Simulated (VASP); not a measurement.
# BN (R3m) in VASP: a series of runs, part 2 of 3

VASP 6.6.1. Earlier steps stand in the parts before.

**3. EvGW0 quasiparticle levels, PBE**

Input file POSCAR:

```
BN
1.0
    1.2511217832      0.7223354983      3.3729344033
   -1.2511217832      0.7223354983      3.3729344033
    0.0000000000     -1.4446709966      3.3729344033
N B
1 1
Direct
    0.6672382000      0.6672382000      0.6672382000
    0.0003288000      0.0003288000      0.0003288000
```

Input file INCAR.step1:

```
SYSTEM = BN
  PREC = Accurate
  ENCUT = 500
  EDIFF = 1E-8
  ISMEAR = 0
  SIGMA = 0.01
  LREAL = .FALSE.
  LASPH = .TRUE.
  NELM = 60
  ALGO = Fast
  LWAVE = .TRUE.
  LCHARG = .FALSE.
  GGA = PE
  KPAR = 4
```

Input file INCAR.step2:

```
SYSTEM = BN
  PREC = Accurate
  ENCUT = 500
  EDIFF = 1E-8
  ISMEAR = 0
  SIGMA = 0.01
  LREAL = .FALSE.
  LASPH = .TRUE.
  NELM = 1
  ALGO = Exact
  LWAVE = .TRUE.
  LCHARG = .FALSE.
  GGA = PE
  NBANDS = 121
  LOPTICS = .TRUE.
  ISTART = 1
  KPAR = 4
```

Input file INCAR.step3:

```
SYSTEM = BN
  PREC = Accurate
  ENCUT = 500
  EDIFF = 1E-8
  ISMEAR = 0
  SIGMA = 0.01
  LREAL = .FALSE.
  LASPH = .TRUE.
  ALGO = EVGW0
  LWAVE = .FALSE.
  LCHARG = .FALSE.
  GGA = PE
  NELMGW = 4
  NBANDS = 121
  ENCUTGW = 200
  NOMEGA = 50
  PRECFOCK = Fast
  ISTART = 1
  NBANDSGW = 12
  KPAR = 4
```

Input file KPOINTS:

```
regular mesh
0
G
  6 6 6
  0 0 0
```

Potentials or basis: VASP PAW PBE potentials, release 64 (N_GW, B_GW).

Launch:

```bash
$ cat potpaw_PBE.64/N_GW/POTCAR potpaw_PBE.64/B_GW/POTCAR > POTCAR
$ cp INCAR.step1 INCAR
$ mpirun -np 4 vasp_std > vasp.out
$ cp INCAR.step2 INCAR
$ mpirun -np 4 vasp_std > vasp.out
$ cp INCAR.step3 INCAR
$ mpirun -np 4 vasp_std > vasp.out
```

OUTCAR:

```text
SYSTEM = BN
   PREC = Accurate
   ENCUT = 500
   EDIFF = 1E-8
   ISMEAR = 0
   LREAL = .FALSE.
   LASPH = .TRUE.
   GGA = PE
   NELMGW = 4
   ENCUTGW = 200
   PRECFOCK = Fast
   ISTART = 1

 ion  position               nearest neighbor table
   1  0.667  0.667  0.667-   2 1.44   2 1.44   2 1.44
   2  0.000  0.000  0.000-   1 1.44   1 1.44   1 1.44
[... 200 lines left out ...]
      2      -2.0087      -3.2995     -16.0801     -14.3378     -19.4372       0.7408       2.0000       0.2038
      3       0.8802      -0.4160     -19.8220     -18.1926     -22.6377       0.7955       2.0000       0.1139
      4       0.8802      -0.4160     -19.8220     -18.1926     -22.6377       0.7955       2.0000       0.1139
      5       7.3429       7.5550      -8.1694      -8.4223      -4.2763       0.8384       0.0000      -0.0853
      6      13.8601      15.4411     -12.3519     -14.3148      -7.2461       0.8055       0.0000      -0.1071
      7      13.8601      15.4411     -12.3519     -14.3148      -7.2461       0.8055       0.0000      -0.1071
      8      15.3283      16.5921     -13.3041     -15.0073      -6.1380       0.7420       0.0000      -0.6891
      9      16.9134      17.9646     -12.5566     -13.9220      -6.5505       0.7699       0.0000      -0.2293
     10      28.0946      28.8280      -9.2468     -10.1719      -2.6411       0.7928       0.0000      -0.9775
     11      30.1206      30.8477      -8.5066      -9.4133      -1.9190       0.8019       0.0000      -0.9959
     12      31.1843      32.1288      -9.1382     -10.2897      -3.3091       0.8202       0.0000      -0.9099
[... 1520 lines left out ...]
      1     -14.9361     -14.9533     -19.8125       4.8542     -26.9738       0.7755       2.0000       1.1466
      2      -7.9585      -7.9748     -17.9026       9.9219     -22.5023       0.7360       2.0000       0.3105
      3      -5.0746      -5.0874     -18.4985      13.4071     -22.3024       0.7614       2.0000       0.1734
      4      -0.7997      -0.8067     -15.8682      15.0596     -18.3034       0.7792       2.0000       0.1222
      5       8.4894       8.4909     -11.2123      19.7036      -6.8356       0.8036       0.0000      -0.0986
      6      15.4986      15.5022     -12.0365      27.5396      -6.5652       0.7877       0.0000      -0.1826
      7      16.8441      16.8472      -8.9221      25.7700      -3.7685       0.8190       0.0000      -0.2914
      8      19.6069      19.6114     -11.1269      30.7395      -5.0535       0.7858       0.0000      -0.4412
      9      22.8671      22.8706     -10.2617      33.1331      -4.0558       0.8147       0.0000      -0.6008
     10      24.5600      24.5638     -11.2777      35.8424      -4.6985       0.8091       0.0000      -0.7083
     11      26.0064      26.0089      -9.1981      35.2074      -3.4684       0.8376       0.0000      -0.6370
     12      28.0827      28.0853      -8.9750      37.0609      -3.0318       0.8232       0.0000      -0.7328

 [... further k-points ...]
```

OUTCAR.step1:

```text
SYSTEM = BN
   PREC = Accurate
   ENCUT = 500
   EDIFF = 1E-8
   ISMEAR = 0
   LREAL = .FALSE.
   LASPH = .TRUE.
[... 487 lines left out ...]
      0.00000      0.00000      6.75165         0.000000     -0.000000     -0.002916
      0.00000      0.00000      0.00333         0.000000      0.000000      0.002916
 -----------------------------------------------------------------------------------
    total drift:                               -0.000000     -0.000000      0.000449

  FREE ENERGIE OF THE ION-ELECTRON SYSTEM (eV)
  ---------------------------------------------------
  free  energy   TOTEN  =       -17.6007448368 eV

  energy  without entropy=      -17.6007448368  energy(sigma->0) =      -17.60074484
```

OUTCAR.step2:

```text
SYSTEM = BN
   PREC = Accurate
   ENCUT = 500
   EDIFF = 1E-8
[... 1015 lines left out ...]
  --------------------------------------------------------------------------------------------------------------
     0.00000     4.80591     4.80591     2.92304    -0.00000     0.00000    -0.00000
     2.62056     5.47619     5.47619     3.05301    -0.00000     0.00000    -0.00000
     5.24113     7.08073     7.08073     3.67168    -0.00000     0.00000    -0.00000
     7.86169    -0.02428    -0.02428     3.78461    -0.00000    -0.00000     0.00000
    10.48226     2.56548     2.56548     1.05625    -0.00000    -0.00000    -0.00000
    13.10282     6.85945     6.85945     3.14611    -0.00000    -0.00000     0.00000
[... 92 lines left out ...]
   256.81536     0.99060     0.99060     0.99070     0.00000    -0.00000     0.00000
   259.43592     0.99080     0.99080     0.99090     0.00000    -0.00000     0.00000
```

Wall time 14 min (4 MPI ranks of Intel Xeon Platinum 8259CL at 2.50GHz (Skylake/Cascade Lake), shared host); peak memory 0.5 GiB.

What came out:

```yaml
Band_gap_on_the_k_mesh_mean-field_level: 4.29 eV, indirect (least direct gap 4.71 eV)
Quasiparticle_gap: 6.23 eV
Least_direct_quasiparticle_gap: 6.80 eV
```

Levels at points of the mesh, in eV from the valence-band top:
| k point | band 1 | band 2 | band 3 | band 4 | band 5 | band 6 | band 7 | band 8 |
| --- | --- | --- | --- | --- | --- | --- | --- | --- |
| (0.00, 0.00, 0.00) | -17.78 | -4.18 | -1.29 | -1.29 | 5.17 | 11.69 | 11.69 | 13.16 |
| (0.50, 0.00, 0.00) | -14.59 | -8.93 | -4.07 | -0.60 | 5.30 | 9.93 | 13.09 | 15.03 |
| (0.50, 0.50, 0.00) | -14.52 | -8.81 | -4.13 | -1.17 | 4.29 | 9.92 | 14.27 | 17.58 |
| (0.50, 0.50, 0.50) | -17.52 | -6.13 | -1.31 | -1.31 | 10.12 | 11.62 | 11.62 | 12.25 |

Quasiparticle gap after each update of the energies (eV): 5.92, 6.18, 6.22, 6.23

Caveat: the k mesh is coarse (spacing up to 0.49 Å⁻¹), so the values aren't converged; the cutoff is under 1.25 times the usual one of these potentials, so pressure, stress and relaxed cells hold a basis-set (Pulay) error; bands, screening cutoff and mesh are small and nothing is extrapolated, so the quasiparticle values aren't converged. A k mesh can miss the band edges.

**4. Band structure, TPSSh**

POSCAR is that of step 3.

Input file INCAR.step1:

```
PREC = Accurate ; ENCUT = 520
EDIFF = 1E-5 ; ISMEAR = -1
SIGMA = 0.05 ; LREAL = False
LASPH = True ; NELM = 60
ALGO = Normal ; ISIF = 2
LWAVE = True ; LCHARG = False
GGA = PE
```

Input file INCAR.step2:

```
PREC = Accurate ; ENCUT = 520
EDIFF = 1E-6 ; ISMEAR = -1
SIGMA = 0.05 ; LREAL = False
LASPH = True ; NELM = 60
ALGO = Normal ; ISIF = 2
LWAVE = False ; LCHARG = False
METAGGA = TPSS ; LHFCALC = True
AEXX = 0.1 ; LMIXTAU = True
PRECFOCK = Fast ; ISTART = 1
HFRCUT = -1
```

Input file KPOINTS:

```
regular mesh
0
Gamma
  6 6 6
```

Input file KPOINTS_OPT:

```
path GLB1,BZGX,QFP1Z,LP
12
line-mode
reciprocal
 0.0000000000  0.0000000000  0.0000000000  G
 0.5000000000  0.0000000000  0.0000000000  L

 0.5000000000  0.0000000000  0.0000000000  L
 0.5000000000  0.1972419765 -0.1972419765  B1

 0.8027580235  0.5000000000  0.1972419765  B
 0.5000000000  0.5000000000  0.5000000000  Z

 0.5000000000  0.5000000000  0.5000000000  Z
 0.0000000000  0.0000000000  0.0000000000  G

 0.0000000000  0.0000000000  0.0000000000  G
 0.3486209883  0.0000000000 -0.3486209883  X

 0.6513790117  0.3486209883  0.0000000000  Q
 0.5000000000  0.5000000000  0.0000000000  F

 0.5000000000  0.5000000000  0.0000000000  F
 0.6513790117  0.6513790117  0.1972419765  P1

 0.6513790117  0.6513790117  0.1972419765  P1
 0.5000000000  0.5000000000  0.5000000000  Z

 0.5000000000  0.0000000000  0.0000000000  L
 0.8027580235  0.3486209883  0.3486209883  P
```

Potentials or basis: VASP PAW PBE potentials, release 64 (N, B).

Launch:

```bash
$ cat potpaw_PBE.64/N/POTCAR potpaw_PBE.64/B/POTCAR > POTCAR
$ cp INCAR.step1 INCAR
$ mpirun -np 1 vasp_std > vasp.out
$ cp INCAR.step2 INCAR
$ mpirun -np 1 vasp_std > vasp.out
```

It took 5.8 min on 1 thread of Intel Xeon 6975P-C (Granite Rapids), shared host; peak memory 0.17 GiB.

It converged, with:

- Free energy: -21.7801 eV
- Pressure: 1.4 GPa
- Largest force: 0.009 eV/Å
- Band gap on the k mesh: 5.21 eV, indirect (least direct gap 5.70 eV)
- Band gap along the path: 5.16 eV, indirect (least direct gap 5.70 eV)

Forces in eV/Å, atoms in the order of the input:
```
N    0.000  0.000 -0.009
B    0.000  0.000  0.009
```

Stress tensor (GPa, compression positive):
```
1.40 0.00 0.00
0.00 1.40 0.00
0.00 0.00 1.50
```

Levels at the corners of the path, in eV from the valence-band top:
| point | band 1 | band 2 | band 3 | band 4 | band 5 | band 6 | band 7 | band 8 |
| --- | --- | --- | --- | --- | --- | --- | --- | --- |
| Γ | -19.03 | -4.49 | -1.48 | -1.48 | 5.98 | 13.10 | 13.10 | 14.66 |
| L | -15.70 | -9.53 | -4.37 | -0.70 | 6.24 | 11.02 | 14.14 | 16.15 |
| L | -15.70 | -9.53 | -4.37 | -0.70 | 6.24 | 11.02 | 14.14 | 16.15 |
| B1 | -15.14 | -8.42 | -7.38 | -0.44 | 5.76 | 13.45 | 15.31 | 17.33 |
| B | -15.14 | -8.42 | -7.38 | -0.44 | 5.76 | 13.45 | 15.31 | 17.33 |
| Z | -18.77 | -6.52 | -1.50 | -1.50 | 11.30 | 13.02 | 13.02 | 13.44 |
| Z | -18.77 | -6.52 | -1.50 | -1.50 | 11.30 | 13.02 | 13.02 | 13.44 |
| Γ | -19.03 | -4.49 | -1.48 | -1.48 | 5.98 | 13.10 | 13.10 | 14.66 |
| Γ | -19.03 | -4.49 | -1.48 | -1.48 | 5.98 | 13.10 | 13.10 | 14.66 |
| X | -15.08 | -8.38 | -7.59 | -0.17 | 5.59 | 13.38 | 15.04 | 17.70 |
| Q | -15.08 | -8.38 | -7.59 | -0.17 | 5.59 | 13.38 | 15.04 | 17.70 |
| F | -15.63 | -9.40 | -4.43 | -1.30 | 5.16 | 11.02 | 15.43 | 18.80 |
| F | -15.63 | -9.40 | -4.43 | -1.30 | 5.16 | 11.02 | 15.43 | 18.80 |
| P1 | -15.75 | -9.25 | -4.37 | -1.62 | 5.92 | 11.08 | 15.48 | 17.85 |
| P1 | -15.75 | -9.25 | -4.37 | -1.62 | 5.92 | 11.08 | 15.48 | 17.85 |
| Z | -18.77 | -6.52 | -1.50 | -1.50 | 11.30 | 13.02 | 13.02 | 13.44 |
| L | -15.70 | -9.53 | -4.37 | -0.70 | 6.24 | 11.02 | 14.14 | 16.15 |
| P | -15.75 | -9.25 | -4.37 | -1.62 | 5.92 | 11.08 | 15.48 | 17.85 |

Caveat: the k mesh is coarse (spacing up to 0.49 Å⁻¹), so the values aren't converged, least of all with exact exchange; the PAW data sets were made with another functional, which shifts forces and pressure a little.

(Part 2 of 3 ends here.)
